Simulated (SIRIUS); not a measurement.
Runs of SIRIUS 7.12.0 on BaTiO3. Symmetry: R3m, No. 160, trigonal system. Conventional cell: a = 5.655 Å, b = 5.655 Å, c = 6.955 Å, α = 90.00°, β = 90.00°, γ = 120.00°. Ba (site symmetry 3m) has 12 O at 2.79 to 2.89 Å as nearest neighbours. Around Ti (site symmetry 3m) lie 6 O at 1.87 to 2.14 Å. O (site symmetry m) is surrounded by 2 Ti at 1.87 to 2.14 Å. 

| task | level | potentials or basis | cell | k mesh | optimizer | fmax | max steps | target pressure | mesh quality | gap on the mesh (eV) | pressure (GPa) | relaxed volume (Å³/atom) | largest force (eV/Å) |
| --- | --- | --- | --- | --- | --- | --- | --- | --- | --- | --- | --- | --- | --- |
| relaxation of cell and atoms | PBEsol | PseudoDojo 0.4.1 PBE standard (scalar relativistic) | relaxed | 3 × 3 × 3 | BFGS | 0.02 eV/Å | 30 | 0 GPa | coarse | 2.89 | 0.1 | (b) | 0.01 |
| relaxation of cell and atoms | PBEsol+D4 | PseudoDojo 0.4.1 PBE standard (scalar relativistic) | relaxed | 3 × 3 × 3 | BFGS | 0.02 eV/Å | 30 | 0 GPa | coarse | 2.85 | -0.1 | (a) | 0.02 |
| single point | PBEsol | PseudoDojo 0.4.1 PBEsol standard (scalar relativistic) | atoms moved at random, drawn with an rms of 0.05 Å | 7 × 7 × 7 | - | - | - | - | not flagged | 2.57 | -0.7 | - | 0.51 |
| relaxation of cell and atoms | PBEsol+D3 | PseudoDojo 0.4.1 PBE standard (scalar relativistic) | relaxed | 3 × 3 × 3 | BFGS | 0.02 eV/Å | 30 | 0 GPa | coarse | 2.84 | -0.1 | 12.69 | 0.02 |
| relaxation of cell and atoms | PBEsol+D3(BJ) | PseudoDojo 0.4.1 PBE standard (scalar relativistic) | relaxed | 3 × 3 × 3 | BFGS | 0.02 eV/Å | 30 | 0 GPa | coarse | 2.80 | -0.1 | 12.54 | 0.02 |

Alike in all rows: no spin polarisation; cutoff (eV) 1152; smearing fermi-dirac 0.05 eV.

Task: Estimate the missing entries.

Result: (a) 12.70; (b) 12.85.

Caveats: some runs use coarse meshes; this release of the barium file is off; spin-orbit coupling is left out, which moves the levels of the heavy elements; an odd mesh through Γ misses points on the zone boundary, where band edges often lie; the potentials were made for another functional, which shifts forces and pressure (some runs).

A k mesh can miss the band edges, and the runs leave out spin-orbit coupling on Ba.
